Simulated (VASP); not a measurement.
Runs of VASP 6.6.1 on Nb. It takes space group P6_3/mmc (No. 194, hexagonal). The conventional cell has a = 2.942 Å, b = 2.942 Å, c = 4.804 Å, α = 90.00°, β = 90.00°, γ = 120.00°. Nb (site symmetry -6m2) is surrounded by 12 Nb at 2.94 Å. This isn't the form of Nb at room conditions, which is bcc.

| task | level | potentials or basis | cell | k mesh | cutoff (eV) | mesh quality | gap on the mesh (eV) | pressure (GPa) | relaxed volume (Å³/atom) |
| --- | --- | --- | --- | --- | --- | --- | --- | --- | --- |
| relaxation of cell and atoms | PBEsol | VASP PAW PBE potentials, release 64 (Nb_sv) | relaxed | 18 × 18 × 10 | 600 | not flagged | none | 0.0 | 18.00 |
| relaxation of cell and atoms | PBEsol | VASP PAW PBE potentials, release 64 (Nb_pv) | relaxed | 18 × 18 × 10 | 580 | not flagged | none | 0.0 | (b) |
| relaxation of cell and atoms | PBE | VASP PAW PBE potentials, release 64 (Nb_sv) | relaxed | 18 × 18 × 10 | 600 | not flagged | none | 0.0 | 18.62 |
| relaxation of cell and atoms | LDA | VASP PAW LDA potentials, release 64 (Nb_sv) | relaxed | 18 × 18 × 10 | 600 | not flagged | none | 0.0 | 17.62 |
| relaxation of cell and atoms | RPBE | VASP PAW PBE potentials, release 64 (Nb_sv) | relaxed | 18 × 18 × 10 | 600 | not flagged | none | 0.0 | (a) |
| relaxation of cell and atoms | PBE+D3(BJ) | VASP PAW PBE potentials, release 64 (Nb_sv) | relaxed | 18 × 18 × 10 | 600 | not flagged | none | 0.0 | 17.91 |
| relaxation of cell and atoms | PBEsol | VASP PAW PBE potentials, release 64 (Nb_sv) | relaxed | 6 × 6 × 4 | 600 | coarse | none | 0.0 | 17.83 |
| single point | PBEsol | VASP PAW PBE potentials, release 64 (Nb_sv) | as given | 18 × 18 × 10 | 520 | not flagged | none | (c) | - |

Alike in all rows: no spin polarisation; smearing gaussian 0.1 eV.

**Question.** Estimate the missing entries.

**Answer.** (a) 18.95; (b) 18.25; (c) -0.1.

Caveats: some runs use coarse meshes; the PAW data sets were made with another functional, which shifts forces and pressure a little (some runs); pairwise dispersion overbinds metals, which lowers pressure and volume (some runs).

A k mesh can miss the band edges, and the runs leave out spin-orbit coupling on Nb.

A gap of «none» marks a metal or a gap under the smearing width.

The runs don't all hold the same shells in valence.
